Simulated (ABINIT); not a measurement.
# TePb (Fm-3m): phonons by linear response, part 2 of 4

How does TePb (Fm-3m) vibrate, and is this structure a minimum?

ABINIT 10.8.3; DFT LDA, scalar-relativistic, plane waves, PseudoDojo norm-conserving pseudopotentials.

So far. Step 3 (Relaxing the cell and atoms): The volume changes by -3.7 % in this run and stands -3.7 % from the first cell. Step 4 (Self-consistent run for the response): The cell stands at -0.31 GPa: the relaxation ran with a smoothed and higher cutoff, and the difference is a stress of the finite basis. The relaxed cell has a = 6.382 Å (conventional setting).

### 6. Zone-centre response

The derivative of the wavefunctions by k comes first, since the response to a field is built on it; then the field and the displacements that symmetry doesn't supply are solved at q = 0.

It reads the wavefunctions written in step 4.

The input, dfpt_gamma.abi:

```
ndtset 2

# common to the responses
getwfk_filepath "gso_WFK"
kptopt 2
nqpt 1
qpt 0.0 0.0 0.0
asr 0
chneut 0

# d/dk
rfelfd1 2
rfdir1 1 1 1
iscf1 -3
tolwfr1 1.0d-20

# displacements, field
rfphon2 1
rfatpol2 1 2
rfdir2 1 1 1
rfelfd2 3
getddk2 1
tolvrs2 1.0d-10
prtwf2 0

# basis, mesh and filling
ecut 34.0
ngkpt 6 6 6
nshiftk 1
shiftk 0.0 0.0 0.0
istwfk *1
occopt 1
nband 15
nstep 100
diemac 9.0
prtebands 0
prtgsr 0
useylm 1

# cell and atoms
acell 8.527775946 8.527775946 8.527775946
rprim 
    0.0 0.7071067812 0.7071067812
    0.7071067812 0.0 0.7071067812
    0.7071067812 0.7071067812 0.0
ntypat 2
znucl 52 82
natom 2
typat 1 2
xred 
    0.5 0.5 0.5
    0.0 0.0 0.0
pp_dirpath "./pseudo"
pseudos "Te.upf, Pb.upf"
```

Started as:

```sh
OMP_NUM_THREADS=1 mpirun -n 4 abinit dfpt_gamma.abi > dfpt_gamma.log
```

Numbers of over 12 decimals in the logs are rounded to 6 here.

dfpt_gamma.abo, the main output file:

```text
[banners, grids, parts of the stress and lines that vanish by symmetry left out]
- input  file    -> dfpt_gamma.abi
- output file    -> dfpt_gamma.abo
- root for input  files -> dfpt_gammai
[...]
DATASET    1 : space group Fm -3 m (#225); Bravais cF (face-center cubic)
[...]
nfft =      110592          nkpt =         112
[...]
DATASET    2 : space group Fm -3 m (#225); Bravais cF (face-center cubic)
[...]
nfft =      110592          nkpt =         112
[...]
== DATASET  1 ==================================================================
[...]
cutoff_energies: {ecut:  34.0, pawecutdg:  -1.0, }
[...]
- 82.00000  14.00000  180309                  znucl, zion, pspdat
[...]
Perturbation : derivative vs k along direction   1
[...]
-ETOT  1  -57.146503241537     -5.715E+01 7.826E-01 0.000E+00
 ETOT  2  -57.243848972517     -9.735E-02 1.375E-02 0.000E+00
 ETOT  3  -57.245997800930     -2.149E-03 2.022E-02 0.000E+00
 ETOT  4  -57.246220849713     -2.230E-04 3.212E-04 0.000E+00
 ETOT  5  -57.246252743366     -3.189E-05 4.753E-04 0.000E+00
[...]
At SCF step   35   max residual=  9.98E-21 < tolwfr=  1.00E-20 =>converged.
[...]
Perturbation : derivative vs k along direction   2
[...]
-ETOT  1  -57.146492131350     -5.715E+01 7.826E-01 0.000E+00
[...]
At SCF step   35   max residual=  9.98E-21 < tolwfr=  1.00E-20 =>converged.
[...]
Perturbation : derivative vs k along direction   3
[...]
-ETOT  1  -57.146503240582     -5.715E+01 7.826E-01 0.000E+00
[...]
At SCF step   35   max residual=  9.98E-21 < tolwfr=  1.00E-20 =>converged.
[...]
1        1       2.9125405539    0.0000000000
     1        2       1.4562702770   -0.0000000000
     1        3       1.4562702770    0.0000000000
     2        1       1.4562702770   -0.0000000000
     2        2       2.9125405539   -0.0000000000
     2        3       1.4562702770   -0.0000000000
     3        1       1.4562702770    0.0000000000
     3        2       1.4562702770   -0.0000000000
     3        3       2.9125405539    0.0000000000
[...]
== DATASET  2 ==================================================================
[...]
cutoff_energies: {ecut:  34.0, pawecutdg:  -1.0, }
[...]
Perturbation : displacement of atom   1   along direction   1
[...]
-ETOT  1   7.109017     -3.611E+04 4.146E+01 1.649E+02
[...]
At SCF step   14       vres2   =  7.42E-11 < tolvrs=  1.00E-10 =>converged.
[...]
Perturbation : displacement of atom   2   along direction   1
[...]
-ETOT  1   4.471516     -1.372E+04 2.012E+01 3.470E+02
[...]
At SCF step   13       vres2   =  5.92E-11 < tolvrs=  1.00E-10 =>converged.
[...]
Perturbation : homogeneous electric field along direction   1
[...]
-ETOT  1  -952.42171432450     -9.524E+02 3.867E+02 1.364E+05
[...]
ETOT 22  -1004.0319994391     -8.640E-11 5.466E-10 4.819E-09
 ETOT 23  -1004.0319994391     -1.455E-11 2.084E-10 8.836E-12
 At SCF step   23       vres2   =  8.84E-12 < tolvrs=  1.00E-10 =>converged.
[...]
Dielectric tensor, in cartesian coordinates,
[...]
1    4   1    4        36.3334166259        -0.0000000000
   1    4   2    4         0.0000000000        -0.0000000000
   1    4   3    4         0.0000000000        -0.0000000000
   2    4   1    4         0.0000000000        -0.0000000000
   2    4   2    4        36.3334166259        -0.0000000000
   2    4   3    4         0.0000000000        -0.0000000000
   3    4   1    4         0.0000000000        -0.0000000000
   3    4   2    4         0.0000000000        -0.0000000000
   3    4   3    4        36.3334166259        -0.0000000000
  Effective charges, in cartesian coordinates,
[...]
1    1   1    4        -5.6731423130         0.0000000000
   2    1   1    4        -0.0000000000         0.0000000000
   3    1   1    4         0.0000000000         0.0000000000
   1    2   1    4         5.6271447438         0.0000000000
   2    2   1    4         0.0000000000         0.0000000000
[...]
Effective charges, in cartesian coordinates,
[...]
2    4   1    2        -0.0000000000         0.0000000000
   3    4   1    2         0.0000000000         0.0000000000
   1    4   2    2        -0.0000000000         0.0000000000
   2    4   2    2         5.6271505736         0.0000000000
   3    4   2    2         0.0000000000         0.0000000000
   1    4   3    2         0.0000000000         0.0000000000
   2    4   3    2         0.0000000000         0.0000000000
   3    4   3    2         5.6271505736         0.0000000000
  Phonon wavevector (reduced coordinates) :  0.00000  0.00000  0.00000
 Phonon energies in Hartree :
[...]
Phonon frequencies in cm-1    :
-  3.049215E-01  3.049217E-01  3.049221E-01  3.619559E+01  3.619559E+01
-  3.619559E+01
  Phonon at Gamma, with non-analyticity in the
[...]
Phonon energies in Hartree :
[...]
Phonon frequencies in cm-1    :
-  3.049215E-01  3.049217E-01  3.316713E-01  3.619559E+01  3.619559E+01
-  9.875131E+01
  Phonon at Gamma, with non-analyticity in the
[...]
Phonon energies in Hartree :
[...]
Phonon frequencies in cm-1    :
-  3.049216E-01  3.049221E-01  3.316710E-01  3.619559E+01  3.619559E+01
-  9.875131E+01
  Phonon at Gamma, with non-analyticity in the
[...]
Phonon energies in Hartree :
[...]
Phonon frequencies in cm-1    :
-  3.049217E-01  3.049221E-01  3.316708E-01  3.619559E+01  3.619559E+01
-  9.875131E+01
[...]
fcart2     0.0000000000E+00  0.0000000000E+00  0.0000000000E+00
           strten2     0.0000000000E+00  0.0000000000E+00  0.0000000000E+00
================================================================================
```

The job ended after 7.5 min (4 MPI ranks of Arm Neoverse V2, shared host).

Read from the output:

```yaml
miss_of_the_charge_sum_rule: 0.04600 e
largest_acoustic_frequency_at_the_zone_centre_before_the_sum_rule: 0.3 cm⁻¹
highest_optical_zone_centre_mode_no_lo_to_term: 36.2 cm⁻¹
lowest_optical_zone_centre_mode: 36.2 cm⁻¹
mean_high_frequency_dielectric_constant: 36.33
largest_born_charge_in_size_third_of_the_trace: 5.673 e
```

Born charge (rows field, columns displacement), before the sum rule (e), principal values of the symmetric part by kind of site:

```
atom  atoms with these values    low  middle   high   mean
 Te1                        1  -5.67   -5.67  -5.67  -5.67
 Pb2                        1   5.63    5.63   5.63   5.63
```

In full for Te1:

```
-5.67  0.00  0.00
 0.00 -5.67  0.00
 0.00  0.00 -5.67
```

High-frequency dielectric tensor:

```
36.33  0.00  0.00
 0.00 36.33  0.00
 0.00  0.00 36.33
```

The acoustic modes at Γ come out as far as 0.3 cm⁻¹ from zero, where they should vanish, a small numerical error; the Born charges miss their sum rule by 0.046 e, which is fair.

### 7. Modes with the sum rule

anaddb reads the merged derivatives, imposes the acoustic sum rule and charge neutrality, and adds the LO-TO term along chosen directions.

The input, anaddb.abi:

```
ddb_filepath "gamma_DDB"
output_file "anaddb.abo"
outdata_prefix "anaddb"
asr 1
chneut 1
enunit 2
eivec 1
nph1l 1
qph1l 0.0 0.0 0.0 1.0
dieflag 1
nph2l 3
qph2l 
    1.0 0.0 0.0 0.0
    0.0 0.0 1.0 0.0
    1.0 1.0 1.0 0.0
```

The input, mrgddb.in:

```
gamma_DDB
merged
2
dfpt_gammao_DS2_DDB
gso_DDB
```

Started as:

```sh
mrgddb < mrgddb.in > mrgddb.log
OMP_NUM_THREADS=1 anaddb anaddb.abi > anaddb.log
```

anaddb.abo, the main output file:

```text
[banners, grids, parts of the stress and lines that vanish by symmetry left out]
-outvars_anaddb: echo values of input variables ----------------------

 Flags :
[...]
Dielectric Tensor and Effective Charges
[...]
Effective charge tensors after
[...]
Phonon wavevector (reduced coordinates) :  0.00000  0.00000  0.00000
 Phonon energies in Hartree :
[...]
Phonon energies in meV     :
-  0.000000E+00  0.000000E+00  0.000000E+00  4.487453E+00  4.487453E+00
-  4.487453E+00
 Phonon frequencies in cm-1    :
-  0.000000E+00  0.000000E+00  0.000000E+00  3.619375E+01  3.619375E+01
-  3.619375E+01
 Phonon frequencies in Thz     :
-  0.000000E+00  0.000000E+00  0.000000E+00  1.085061E+00  1.085061E+00
-  1.085061E+00
 Phonon energies in Kelvin  :
-  0.000000E+00  0.000000E+00  0.000000E+00  5.207473E+01  5.207473E+01
-  5.207473E+01
[...]
-  1  0.00000000E+00  0.00000000E+00  1.28003199E-03
-     0.00000000E+00  0.00000000E+00  0.00000000E+00
-  2  0.00000000E+00  0.00000000E+00  1.28006247E-03
-     0.00000000E+00  0.00000000E+00  0.00000000E+00
[...]
-  1  0.00000000E+00 -1.28003199E-03  0.00000000E+00
-     0.00000000E+00  0.00000000E+00  0.00000000E+00
-  2  0.00000000E+00 -1.28006247E-03  0.00000000E+00
-     0.00000000E+00  0.00000000E+00  0.00000000E+00
[...]
-  1  1.28003199E-03  0.00000000E+00  0.00000000E+00
-     0.00000000E+00  0.00000000E+00  0.00000000E+00
-  2  1.28006247E-03  0.00000000E+00  0.00000000E+00
-     0.00000000E+00  0.00000000E+00  0.00000000E+00
[...]
-  1  0.00000000E+00  0.00000000E+00 -1.63117555E-03
-     0.00000000E+00  0.00000000E+00  0.00000000E+00
-  2  0.00000000E+00  0.00000000E+00  1.00450311E-03
-     0.00000000E+00  0.00000000E+00  0.00000000E+00
[...]
-  1  0.00000000E+00  1.63117555E-03  0.00000000E+00
-     0.00000000E+00  0.00000000E+00  0.00000000E+00
-  2  0.00000000E+00 -1.00450311E-03  0.00000000E+00
-     0.00000000E+00  0.00000000E+00  0.00000000E+00
[...]
-  1  1.63117555E-03  0.00000000E+00  0.00000000E+00
-     0.00000000E+00  0.00000000E+00  0.00000000E+00
-  2 -1.00450311E-03  0.00000000E+00  0.00000000E+00
-     0.00000000E+00  0.00000000E+00  0.00000000E+00
[...]
-     1          0.000000     0.000000     0.000095     0.000095
-     2          0.000000    -0.000095     0.000000     0.000095
-     3          0.000095     0.000000     0.000000     0.000095
-     4         -0.000002    -0.000026     7.773795     7.773795
-     5         -0.000012    -7.773795    -0.000026     7.773795
-     6         -7.773795     0.000012    -0.000002     7.773795
[...]
-   1     Real    0.0000E+00  0.0000E+00  2.9653E-14  0.0000E+00  0.0000E+00  0.0000E+00  2.9653E-14
[...]
-   2     Real    0.0000E+00  2.9653E-14  0.0000E+00  0.0000E+00  0.0000E+00  0.0000E+00  2.9653E-14
[...]
-   3     Real    2.9653E-14  0.0000E+00  0.0000E+00  0.0000E+00  0.0000E+00  0.0000E+00  2.9653E-14
[...]
-   4     Real    0.0000E+00  0.0000E+00  2.2177E-04  0.0000E+00 -5.0562E-11 -7.4200E-10  2.2177E-04
[...]
-   5     Real    0.0000E+00  2.2177E-04  0.0000E+00  3.4187E-10  0.0000E+00  7.4200E-10  2.2177E-04
[...]
-   6     Real    2.2177E-04  0.0000E+00  0.0000E+00 -3.4187E-10  5.0561E-11  0.0000E+00  2.2177E-04
[...]
Phonon at Gamma, with non-analyticity in the
[...]
Phonon energies in Hartree :
[...]
Phonon energies in meV     :
-  0.000000E+00  0.000000E+00  0.000000E+00  4.487453E+00  4.487453E+00
-  1.223320E+01
 Phonon frequencies in cm-1    :
-  0.000000E+00  0.000000E+00  0.000000E+00  3.619375E+01  3.619375E+01
-  9.866741E+01
 Phonon frequencies in Thz     :
-  0.000000E+00  0.000000E+00  0.000000E+00  1.085061E+00  1.085061E+00
-  2.957974E+00
 Phonon energies in Kelvin  :
-  0.000000E+00  0.000000E+00  0.000000E+00  5.207473E+01  5.207473E+01
-  1.419604E+02
[...]
-  1  0.00000000E+00  0.00000000E+00  1.28003199E-03
-     0.00000000E+00  0.00000000E+00  0.00000000E+00
-  2  0.00000000E+00  0.00000000E+00  1.28006247E-03
-     0.00000000E+00  0.00000000E+00  0.00000000E+00
[...]
Phonon at Gamma, with non-analyticity in the
[...]
Phonon energies in Hartree :
[...]
Phonon energies in meV     :
-  0.000000E+00  0.000000E+00  0.000000E+00  4.487453E+00  4.487453E+00
-  1.223320E+01
 Phonon frequencies in cm-1    :
-  0.000000E+00  0.000000E+00  0.000000E+00  3.619375E+01  3.619375E+01
-  9.866741E+01
 Phonon frequencies in Thz     :
-  0.000000E+00  0.000000E+00  0.000000E+00  1.085061E+00  1.085061E+00
-  2.957974E+00
 Phonon energies in Kelvin  :
-  0.000000E+00  0.000000E+00  0.000000E+00  5.207473E+01  5.207473E+01
-  1.419604E+02
[...]
Phonon at Gamma, with non-analyticity in the
[...]
Phonon energies in Hartree :
[...]
Phonon energies in meV     :
-  0.000000E+00  0.000000E+00  0.000000E+00  4.487453E+00  4.487453E+00
-  1.223320E+01
 Phonon frequencies in cm-1    :
-  0.000000E+00  0.000000E+00  0.000000E+00  3.619375E+01  3.619375E+01
-  9.866741E+01
 Phonon frequencies in Thz     :
-  0.000000E+00  0.000000E+00  0.000000E+00  1.085061E+00  1.085061E+00
-  2.957974E+00
 Phonon energies in Kelvin  :
-  0.000000E+00  0.000000E+00  0.000000E+00  5.207473E+01  5.207473E+01
-  1.419604E+02
[...]
-  1  3.14504201E-04 -1.15563739E-03 -4.51758170E-04
-     0.00000000E+00  0.00000000E+00  0.00000000E+00
-  2  3.14520569E-04 -1.15565603E-03 -4.51760046E-04
-     0.00000000E+00  0.00000000E+00  0.00000000E+00
[...]
-  1  1.23731481E-03  2.57204912E-04  2.03480006E-04
-     0.00000000E+00  0.00000000E+00  0.00000000E+00
-  2  1.23733261E-03  2.57199373E-04  2.03473188E-04
-     0.00000000E+00  0.00000000E+00  0.00000000E+00
[...]
-  1  1.65164171E-04  1.06192979E-03 -1.22709396E-03
-     0.00000000E+00  0.00000000E+00  0.00000000E+00
-  2 -1.01710649E-04 -6.53952776E-04  7.55663425E-04
-     0.00000000E+00  0.00000000E+00  0.00000000E+00
[...]
-  1  1.32156848E-03 -8.03820609E-04 -5.17747873E-04
-     0.00000000E+00  0.00000000E+00  0.00000000E+00
-  2 -8.13842294E-04  4.95005153E-04  3.18837141E-04
-     0.00000000E+00  0.00000000E+00  0.00000000E+00
[...]
Direction                     Dielectric constant
[...]
0.00000   0.00000   1.00000    270.01419069
   1.00000   1.00000   1.00000    270.01419066
-
```

The job ended after 0.52 s (1 thread).

This step gave:

```yaml
highest_optical_zone_centre_mode_no_lo_to_term: 36.19 cm⁻¹
lowest_optical_zone_centre_mode: 36.19 cm⁻¹
mean_static_dielectric_constant: 270.0
highest_mode_moved_by_the_lo_to_term: 98.67 cm⁻¹
```

No LO-TO term; unit eigenvectors of the mass-weighted matrix, from anaddb's displacements. Modes at Γ, with each element's share of the kinetic energy:

```
mode  frequency (cm⁻¹)  symmetry  Te %  Pb %
   1               0.0  acoustic    38    62
   2               0.0  acoustic    38    62
   3               0.0  acoustic    38    62
   4              36.2       T1u    62    38
   5              36.2       T1u    62    38
   6              36.2       T1u    62    38
```

Displacements in mode 4 (36.2 cm⁻¹), the largest set to 1:
```
Te1  0.00  0.00 -1.00
Pb2  0.00  0.00  0.62
```

Trace of the oscillator strength, degenerate modes summed. Lines of the infrared spectrum (strongest = 100):

```
position (cm⁻¹)  lines merged  IR intensity, relative
             36             3                     100
```

Static dielectric tensor (ions relaxed, fixed cell):

```
270.0   0.0   0.0
  0.0 270.0   0.0
  0.0   0.0 270.0
```

The rule moves no optical mode by more than 0.1 cm⁻¹.

[end of part 2 of 4]

[Host names and launcher messages were left out of these logs when they were recorded.]

[Logs are printed without paths, hosts, clocks, repeated set-up lines and the standing remarks that a program may print on its own settings, such as how far it seeks lower states.]

[Hosts, paths, dates, database ids (printed as entryN), source tags and the programs' standing remarks are cut or masked in the printed files.]
